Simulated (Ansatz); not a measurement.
ZnSe:

```xyz
4
Lattice="4.1077 0.0000 0.0000 0.0000 4.1077 0.0000 0.0000 0.0000 6.0704" Properties=species:S:1:pos:R:3 pbc="T T T"
Se    2.0539    0.0000    4.5753
Se    0.0000    2.0539    1.4950
Zn    2.0539    2.0539    0.0000
Zn    0.0000    0.0000    0.0000
```

Measurements of this composition are mostly on another form, of space group No. 216.

Base run:

- Program: Ansatz 0.2.0
- Functional: HSE06 form with a typed share of exact exchange
- Potentials or basis: Ansatz PAW
- Cutoff: 420 eV (not typed: the program's choice for these potentials)
- k mesh: 4 × 4 × 3
- Occupations: fermi-dirac, width 0.05 eV
- Spin: no spin polarisation

Its results: band gap on the k mesh 4.01 eV, direct; pressure -1.8 GPa; largest force 0.654 eV/Å.

Problem. The run is repeated on the same cell with these changes: share of exact exchange from 0.5 to 0.1. What comes out?

Solution. Band gap on the k mesh 2.35 eV, direct; pressure -0.5 GPa; largest force 0.219 eV/Å.

Caveats: odd divisions of the mesh miss points on the zone boundary, where band edges often lie, so the gap on the mesh can be too wide; the PAW data sets come from PBE, with cores solved anew for the run's functional, which leaves a small shift of forces and pressure; the thresholds are loose for stress.

A k mesh can miss the band edges.
